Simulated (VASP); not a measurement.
# Tl (Im-3m) in VASP: further runs

Runs on Tl. Level: PBE. Tasks: single point.

Program: VASP 6.6.1. These are calculated values, not measurements. Logs are shortened: lines on timing, memory, paths and dates and some standing lists are left out, and cuts for length are marked.

## (1) The crystal as given

It takes space group Im-3m (No. 229, cubic). The conventional cell has a = 3.882 Å, b = 3.882 Å, c = 3.882 Å, α = 90.00°, β = 90.00°, γ = 90.00°. Around Tl (site symmetry m-3m) lie 8 Tl at 3.36 Å.

This isn't the form of Tl at room conditions, which is hcp.

## (2) Single point, PBE

Contents of INCAR:

```
PREC = Accurate
ENCUT = 520
EDIFF = 1E-7
ISMEAR = -1
SIGMA = 0.05
LREAL = False
LASPH = True
NELM = 100
ALGO = Normal
ISIF = 2
LWAVE = False
LCHARG = False
GGA = PE
NBANDS = 12
```

Contents of KPOINTS:

```
regular mesh
0
Gamma
  4 4 4
```

Contents of POSCAR:

```
Tl
1.0
   -1.9410000000      1.9410000000      1.9410000000
    1.9410000000     -1.9410000000      1.9410000000
    1.9410000000      1.9410000000     -1.9410000000
Tl
1
Direct
    0.0000000000      0.0000000000      0.0000000000
```

Potentials or basis: VASP PAW PBE potentials, release 64 (Tl_d).

On the command line:

```bash
cat potpaw_PBE.64/Tl_d/POTCAR > POTCAR
mpirun -np 1 vasp_std > vasp.out
```

OUTCAR:

```text
PREC = Accurate
   ENCUT = 520
   EDIFF = 1E-7
   ISMEAR = -1
   LREAL = False
   LASPH = True
   NELM = 100
   ISIF = 2
   GGA = PE

 ion  position               nearest neighbor table
   1  0.000  0.000  0.000-

  LATTYP: Found a body centered cubic cell.
 ALAT       =     3.8820000000

  Lattice vectors:

 A1 = (  -1.9410000000,   1.9410000000,   1.9410000000)
 A2 = (   1.9410000000,  -1.9410000000,   1.9410000000)
 A3 = (   1.9410000000,   1.9410000000,  -1.9410000000)

Analysis of symmetry for initial positions (statically):
=====================================================================
 Subroutine PRICEL returns:
 Original cell was already a primitive cell.

 Routine SETGRP: Setting up the symmetry group for a
 body centered cubic supercell.

 Subroutine GETGRP returns: Found 48 space group operations
 (whereof 48 operations were pure point group operations)
 out of a pool of 48 trial point group operations.

The static configuration has the point symmetry O_h .

Analysis of symmetry for dynamics (positions and initial velocities):
=====================================================================
 Subroutine PRICEL returns:
 Original cell was already a primitive cell.

 Routine SETGRP: Setting up the symmetry group for a
 body centered cubic supercell.

 Subroutine GETGRP returns: Found 48 space group operations
 (whereof 48 operations were pure point group operations)
 out of a pool of 48 trial point group operations.

The dynamic configuration has the point symmetry O_h .

 Subroutine INISYM returns: Found 48 space group operations
 (whereof 48 operations are pure point group operations),
 and found     1 'primitive' translations

----------------------------------------------------------------------------------------

                                     Primitive cell

  volume of cell :      29.2507

  direct lattice vectors                    reciprocal lattice vectors
    -1.941000000  1.941000000  1.941000000     0.000000000  0.257599176  0.257599176
     1.941000000 -1.941000000  1.941000000     0.257599176  0.000000000  0.257599176
     1.941000000  1.941000000 -1.941000000     0.257599176  0.257599176  0.000000000

  length of vectors
[... 65 lines left out ...]
   EDIFFG = 0.1E-05   stopping-criterion for IOM
   NSW    =      0    number of steps for IOM
   IBRION =     -1    ionic relax: 0-MD 1-quasi-New 2-CG
   NFREE  =      0    steps in history (QN), initial steepest desc. (CG)
   ISIF   =      2    stress and relaxation
   ISYM   =      2    0-nonsym 1-usesym 2-fastsym
   POTIM  = 0.5000    time-step for ionic-motion
   TEBEG  =    0.0;   TEEND  =   0.0 temperature during run
   PSTRESS=    0.0 pullay stress
   NELECT =      13.0000    total number of electrons
   NUPDOWN=      -1.0000    fix difference up-down
   EMIN   =  10.00;   EMAX   =-10.00  energy-range for DOS
   EFERMI =   0.00;   METHOD = LEGACY
   ISMEAR =    -1;   SIGMA  =   0.05  broadening in eV -4-tet -1-fermi 0-gaus
   EFERMI_NEDOS =   21; number of points for ismear=-14 and -15
   IALGO  =     38    algorithm
   IMIX   =      4    mixing-type and parameters
     AMIX     =   0.40;   BMIX     =  1.00
     AMIX_MAG =   1.60;   BMIX_MAG =  1.00
  volume/ion in A,a.u.               =      29.25       197.39
  Fermi-wavevector in a.u.,A,eV,Ry     =   1.249330  2.360891 21.236311  1.560825
  Thomas-Fermi vector in A             =   2.383375
   LORBIT       =      0    0 simple, 1 ext, 2 COOP (PROOUT), +10 PAW based schemes
   GGA     = PE    functional components
   LHFCALC =     F    Hartree Fock is set to
   AEXX    =    0.0000 exact exchange contribution
   IVDW    =     0    specifies the selected vdW correction
   LEPSILON=     F    determine dielectric tensor
   LRPA    =     F    only Hartree local field effects (RPA)
 non-spin polarized calculation
  energy-cutoff  :      520.00
  volume of cell :       29.25
 maximum number of plane-waves:       798
 NGX is ok and might be reduce to    28
   NGX = 13   NGY = 13   NGZ = 13

 number of electron      13.0000002 magnetization

 Free energy of the ion-electron system (eV)
  ---------------------------------------------------
  ext. energy  EPLUGINS =         0.00000000
  ---------------------------------------------------
  free energy    TOTEN  =        -2.13126596 eV

  energy without entropy =       -2.10579620  energy(sigma->0) =       -2.11853108

 E-fermi :   6.2855     XC(G=0): -10.0677

 val. band max:        6.2687036941   @ k =   0.2500   0.2500   0.0000
 cond. band min:       7.1136375942   @ k =   0.2500   0.2500   0.2500
 fundamental gap:      0.8449339001
 Fermi energy:         6.2855273029

 k-point     1 :       0.0000    0.0000    0.0000
  band No.  band energies     occupation
      1      -5.2808      2.00000
      2      -5.2808      2.00000
      3      -5.2808      2.00000
      4      -4.8721      2.00000
      5      -4.8721      2.00000
      6      -3.5371      2.00000
      7      16.9521      0.00000
      8      16.9521      0.00000
      9      16.9521      0.00000
     10      18.6453      0.00000
     11      18.6453      0.00000
     12      18.6453      0.00000
[... 91 lines left out ...]
 k-point     8 :       0.5000    0.5000    0.5000
  band No.  band energies     occupation
      1      -5.4752      2.00000
      2      -5.4752      2.00000
      3      -4.6675      2.00000
      4      -4.6675      2.00000
      5      -4.6675      2.00000
      6       4.6496      2.00000
      7       7.7924      0.00000
      8       7.7924      0.00000
      9       7.7924      0.00000
     10      12.8077      0.00000
     11      12.8077      0.00000
     12      24.4749      0.00000

------------------------ aborting loop because EDIFF is reached ----------------------------------------

  FORCE on cell =-STRESS in cart. coord.  units (eV):
  Direction    XX          YY          ZZ          XY          YZ          ZX
  --------------------------------------------------------------------------------------
  -------------------------------------------------------------------------------------
  Total        0.6263671      0.6263671      0.6263671      0.0000000      0.0000000     -0.0000000
  in kB       34.3085933     34.3085933     34.3085933      0.0000000      0.0000000     -0.0000000
  external PRESSURE =      34.3085933 kB  Pullay stress =       0.0000000 kB

 VOLUME and BASIS-vectors are now :
 -----------------------------------------------------------------------------
  energy-cutoff  :      520.00
  volume of cell :       29.25
      direct lattice vectors                 reciprocal lattice vectors
    -1.941000000  1.941000000  1.941000000     0.000000000  0.257599176  0.257599176
     1.941000000 -1.941000000  1.941000000     0.257599176  0.000000000  0.257599176
     1.941000000  1.941000000 -1.941000000     0.257599176  0.257599176  0.000000000

 POSITION                                       TOTAL-FORCE (eV/Angst)
 -----------------------------------------------------------------------------------
      0.00000      0.00000      0.00000        -0.000000      0.000000     -0.000000
 -----------------------------------------------------------------------------------
    total drift:                               -0.000000     -0.000000     -0.000000

  FREE ENERGIE OF THE ION-ELECTRON SYSTEM (eV)
  ---------------------------------------------------
  free  energy   TOTEN  =        -2.1312659630 eV

  energy  without entropy=       -2.1057962037  energy(sigma->0) =       -2.11853108
```

OSZICAR:

```text
N       E                     dE             d eps       ncg     rms          rms(c)
DAV:   1     0.435040456153E+02    0.43504E+02   -0.69389E+03   224   0.945E+02
DAV:   2    -0.168112069257E+01   -0.45185E+02   -0.44188E+02   212   0.196E+02
DAV:   3    -0.215299276637E+01   -0.47187E+00   -0.47166E+00   240   0.186E+01
DAV:   4    -0.215541755759E+01   -0.24248E-02   -0.24246E-02   248   0.149E+00
DAV:   5    -0.215545076171E+01   -0.33204E-04   -0.33204E-04   212   0.164E-01    0.176E+00
DAV:   6    -0.213504541867E+01    0.20405E-01   -0.33388E-02   236   0.169E+00    0.125E+00
DAV:   7    -0.213147332215E+01    0.35721E-02   -0.10535E-02   220   0.938E-01    0.555E-01
DAV:   8    -0.213126224696E+01    0.21108E-03   -0.38138E-04   232   0.183E-01    0.276E-02
DAV:   9    -0.213126398891E+01   -0.17419E-05   -0.39227E-06   228   0.198E-02    0.864E-03
DAV:  10    -0.213126596520E+01   -0.19763E-05   -0.16075E-06   232   0.117E-02    0.731E-04
DAV:  11    -0.213126596296E+01    0.22408E-08   -0.29792E-08   132   0.130E-03
   1 F= -.21312660E+01 E0= -.21185311E+01  d E =-.254698E-01
```

It took 2.7 s on 1 thread of Intel Xeon 6975P-C (Granite Rapids), shared host; peak memory 0.15 GiB.

What came out:

```yaml
Free_energy: -2.1313 eV
Pressure: 3.4 GPa
Band_gap_on_the_k_mesh: none (metal or under the smearing width)
```

Caveat: the k mesh is coarse (spacing up to 0.57 Å⁻¹), so the values aren't converged. Spin-orbit coupling is left out, which matters for the levels of Tl.

## (3) Single point, PBE (z stretched by -3 % at fixed volume)

Contents of INCAR:

```
SYSTEM = Tl
PREC = Accurate
ENCUT = 520
EDIFF = 1E-6
ISMEAR = -1
SIGMA = 0.05
LREAL = .FALSE.
LASPH = .TRUE.
NELM = 100
ALGO = Fast
ISIF = 2
LWAVE = .FALSE.
LCHARG = .FALSE.
GGA = PE
NBANDS = 12
```

Contents of KPOINTS:

```
Automatic mesh
0
G
  13 13 13
  0 0 0
```

Contents of POSCAR:

```
Tl
1.0
   -1.9707869065      1.9707869065      1.8827700000
    1.9707869065     -1.9707869065      1.8827700000
    1.9707869065      1.9707869065     -1.8827700000
Tl
1
Direct
    0.0000000000      0.0000000000      0.0000000000
```

Potentials or basis: VASP PAW PBE potentials, release 64 (Tl_d).

On the command line:

```bash
cat potpaw_PBE.64/Tl_d/POTCAR > POTCAR
mpirun -np 1 vasp_std > vasp.out
```

OUTCAR:

```text
SYSTEM = Tl
   PREC = Accurate
   ENCUT = 520
   EDIFF = 1E-6
   ISMEAR = -1
   LREAL = .FALSE.
   LASPH = .TRUE.
   NELM = 100
   ISIF = 2
   GGA = PE

 ion  position               nearest neighbor table
   1  0.000  0.000  0.000-

  LATTYP: Found a body centered tetragonal cell.
 ALAT       =     3.9415738130
 C/A-ratio  =     0.9553392068

  Lattice vectors:

 A1 = (  -1.9707869065,   1.9707869065,   1.8827700000)
 A2 = (   1.9707869065,  -1.9707869065,   1.8827700000)
 A3 = (   1.9707869065,   1.9707869065,  -1.8827700000)

Analysis of symmetry for initial positions (statically):
=====================================================================
 Subroutine PRICEL returns:
 Original cell was already a primitive cell.

 Routine SETGRP: Setting up the symmetry group for a
 body centered tetragonal supercell.

 Subroutine GETGRP returns: Found 16 space group operations
 (whereof 16 operations were pure point group operations)
 out of a pool of 16 trial point group operations.

The static configuration has the point symmetry D_4h.

Analysis of symmetry for dynamics (positions and initial velocities):
=====================================================================
 Subroutine PRICEL returns:
 Original cell was already a primitive cell.

 Routine SETGRP: Setting up the symmetry group for a
 body centered tetragonal supercell.

 Subroutine GETGRP returns: Found 16 space group operations
 (whereof 16 operations were pure point group operations)
 out of a pool of 16 trial point group operations.

The dynamic configuration has the point symmetry D_4h.

 Subroutine INISYM returns: Found 16 space group operations
 (whereof 16 operations are pure point group operations),
 and found     1 'primitive' translations

----------------------------------------------------------------------------------------

                                     Primitive cell

  volume of cell :      29.2507

  direct lattice vectors                    reciprocal lattice vectors
    -1.970786907  1.970786907  1.882770000     0.000000000  0.253705765  0.265566160
     1.970786907 -1.970786907  1.882770000     0.253705765  0.000000000  0.265566160
     1.970786907  1.970786907 -1.882770000     0.253705765  0.253705765  0.000000000

  length of vectors
     3.363454316  3.363454316  3.363454316     0.367276464  0.367276464  0.358794134

  position of ions in fractional coordinates (direct lattice)
     0.000000000  0.000000000  0.000000000

  ion indices of the primitive-cell ions
   primitive index   ion index
                 1           1

----------------------------------------------------------------------------------------

 KPOINTS: Automatic mesh

Automatic generation of k-mesh.
 Grid dimensions read from file:
 generate k-points for:   13   13   13

 Generating k-lattice:

  Cartesian coordinates                     Fractional coordinates (reciprocal lattice)
     0.000000000  0.019515828  0.020428166     0.076923077 -0.000000000  0.000000000
     0.019515828  0.000000000  0.020428166    -0.000000000  0.076923077  0.000000000
     0.019515828  0.019515828  0.000000000     0.000000000  0.000000000  0.076923077

  Length of vectors
     0.028252036  0.028252036  0.027599549

  Shift w.r.t. Gamma in fractional coordinates (k-lattice)
     0.000000000  0.000000000  0.000000000

 Subroutine IBZKPT returns following result:
 ===========================================

 Found    196 irreducible k-points:

 Following reciprocal coordinates:
            Coordinates               Weight
  0.000000  0.000000  0.000000      1.000000
  0.076923 -0.000000  0.000000      8.000000
  0.153846  0.000000  0.000000      8.000000
  0.230769  0.000000 -0.000000      8.000000
  0.307692  0.000000  0.000000      8.000000
  0.384615  0.000000  0.000000      8.000000
[... 16 lines left out ...]
  0.384615  0.153846 -0.000000     16.000000
  0.461538  0.153846  0.000000     16.000000
 [... further k-points ...]
   k-points           NKPTS =    196   k-points in BZ     NKDIM =    196   number of bands    NBANDS=     12
   number of dos      NEDOS =    301   number of ions     NIONS =      1
   total plane-waves  NPLWV =  21952
   dimension x,y,z NGX =    28 NGY =   28 NGZ =   28
   dimension x,y,z NGXF=    56 NGYF=   56 NGZF=   56
   ions per type =               1
   NGX,Y,Z   is equivalent  to a cutoff of  13.84, 13.84, 13.84 a.u.
   NGXF,Y,Z  is equivalent  to a cutoff of  27.68, 27.68, 27.68 a.u.
 SYSTEM =  Tl
   PREC   = accura    normal or accurate (medium, high low for compatibility)
   ISTART =      0    job   : 0-new  1-cont  2-samecut
   ICHARG =      2    charge: 1-file 2-atom 10-const
   ISPIN  =      1    spin polarized calculation?
   LNONCOLLINEAR =      F non collinear calculations
   LSORBIT =      F    spin-orbit coupling
   LASPH  =      T    aspherical Exc in radial PAW
   ENCUT  =  520.0 eV  38.22 Ry    6.18 a.u.   6.25  6.25  6.25*2*pi/ulx,y,z
   NELM   =    100;   NELMIN=  2; NELMDL= -5     # of ELM steps
   EDIFF  = 0.1E-05   stopping-criterion for ELM
   LREAL  =      F    real-space projection
   EDIFFG = 0.1E-04   stopping-criterion for IOM
   NSW    =      0    number of steps for IOM
   IBRION =     -1    ionic relax: 0-MD 1-quasi-New 2-CG
   NFREE  =      0    steps in history (QN), initial steepest desc. (CG)
   ISIF   =      2    stress and relaxation
   ISYM   =      2    0-nonsym 1-usesym 2-fastsym
   POTIM  = 0.5000    time-step for ionic-motion
   TEBEG  =    0.0;   TEEND  =   0.0 temperature during run
   PSTRESS=    0.0 pullay stress
   NELECT =      13.0000    total number of electrons
   NUPDOWN=      -1.0000    fix difference up-down
   EMIN   =  10.00;   EMAX   =-10.00  energy-range for DOS
   EFERMI =   0.00;   METHOD = LEGACY
   ISMEAR =    -1;   SIGMA  =   0.05  broadening in eV -4-tet -1-fermi 0-gaus
   EFERMI_NEDOS =   21; number of points for ismear=-14 and -15
   IALGO  =     68    algorithm
   IMIX   =      4    mixing-type and parameters
     AMIX     =   0.40;   BMIX     =  1.00
     AMIX_MAG =   1.60;   BMIX_MAG =  1.00
  volume/ion in A,a.u.               =      29.25       197.39
  Fermi-wavevector in a.u.,A,eV,Ry     =   1.249330  2.360891 21.236311  1.560825
  Thomas-Fermi vector in A             =   2.383375
   LORBIT       =      0    0 simple, 1 ext, 2 COOP (PROOUT), +10 PAW based schemes
   GGA     = PE    functional components
   LHFCALC =     F    Hartree Fock is set to
   AEXX    =    0.0000 exact exchange contribution
   IVDW    =     0    specifies the selected vdW correction
   LEPSILON=     F    determine dielectric tensor
   LRPA    =     F    only Hartree local field effects (RPA)
 non-spin polarized calculation
 RMM-DIIS sequential band-by-band and
  energy-cutoff  :      520.00
  volume of cell :       29.25
 maximum number of plane-waves:       807
 NGX is ok and might be reduce to    28
   NGX = 13   NGY = 13   NGZ = 13

 number of electron      13.0000000 magnetization

 Free energy of the ion-electron system (eV)
  ---------------------------------------------------
  ext. energy  EPLUGINS =         0.00000000
  ---------------------------------------------------
  free energy    TOTEN  =        -2.20774644 eV

  energy without entropy =       -2.20301666  energy(sigma->0) =       -2.20538155

 E-fermi :   6.2959     XC(G=0): -10.0798

 val. band max:        6.2930258096   @ k =  -0.3846  -0.3846   0.2308
 cond. band min:       6.3269283725   @ k =   0.2308   0.2308   0.2308
 fundamental gap:      0.0339025629
 Fermi energy:         6.2959347793

 k-point     1 :       0.0000    0.0000    0.0000
  band No.  band energies     occupation
      1      -5.3424      2.00000
      2      -5.2830      2.00000
      3      -5.2830      2.00000
      4      -4.9303      2.00000
      5      -4.8725      2.00000
      6      -3.5501      2.00000
      7      16.7177      0.00000
      8      16.7177      0.00000
      9      17.2296      0.00000
     10      18.5667      0.00000
     11      18.5667      0.00000
     12      19.0303      0.00000
[... 331 lines left out ...]
 k-point    24 :       0.4615    0.1538    0.0000
  band No.  band energies     occupation
      1      -5.4567      2.00000
      2      -5.3441      2.00000
      3      -4.9423      2.00000
      4      -4.9026      2.00000
      5      -4.7140      2.00000
      6       1.3224      2.00000
      7       4.6178      2.00000
      8       9.5337      0.00000
      9      12.7348      0.00000
     10      17.2555      0.00000
     11      20.0598      0.00000
     12      21.7270      0.00000

 [... further k-points ...]

------------------------ aborting loop because EDIFF is reached ----------------------------------------

  FORCE on cell =-STRESS in cart. coord.  units (eV):
  Direction    XX          YY          ZZ          XY          YZ          ZX
  --------------------------------------------------------------------------------------
  -------------------------------------------------------------------------------------
  Total        0.4140385      0.4140385      0.4000512      0.0000000      0.0000000      0.0000000
  in kB       22.6785188     22.6785188     21.9123799      0.0000000      0.0000000      0.0000000
  external PRESSURE =      22.4231391 kB  Pullay stress =       0.0000000 kB

 VOLUME and BASIS-vectors are now :
 -----------------------------------------------------------------------------
  energy-cutoff  :      520.00
  volume of cell :       29.25
      direct lattice vectors                 reciprocal lattice vectors
    -1.970786907  1.970786907  1.882770000     0.000000000  0.253705765  0.265566160
     1.970786907 -1.970786907  1.882770000     0.253705765  0.000000000  0.265566160
     1.970786907  1.970786907 -1.882770000     0.253705765  0.253705765  0.000000000

 POSITION                                       TOTAL-FORCE (eV/Angst)
 -----------------------------------------------------------------------------------
      0.00000      0.00000      0.00000         0.000000     -0.000000      0.000000
 -----------------------------------------------------------------------------------
    total drift:                               -0.000000     -0.000000     -0.000000

  FREE ENERGIE OF THE ION-ELECTRON SYSTEM (eV)
  ---------------------------------------------------
  free  energy   TOTEN  =        -2.2077464413 eV

  energy  without entropy=       -2.2030166628  energy(sigma->0) =       -2.20538155
```

Run time: 26 s. Hardware: 1 thread of Intel Xeon 6975P-C (Granite Rapids), shared host; peak memory 0.2 GiB.

What came out:

```yaml
Free_energy: -2.2077 eV
Pressure: 2.2 GPa
Band_gap_on_the_k_mesh: none (metal or under the smearing width)
```

Stress tensor (GPa, compression positive):
```
2.27 0.00 0.00
0.00 2.27 0.00
0.00 0.00 2.19
```

Levels at points of the mesh, in eV from the Fermi level:
```
           k point  band 2  band 3  band 4  band 5  band 6  band 7  band 8  band 9  band 10  band 11
(0.00, 0.00, 0.00)  -11.58  -11.58  -11.23  -11.17   -9.85   10.42   10.42   10.93    12.27    12.27
```

Spin-orbit coupling is left out, which matters for the levels of Tl.
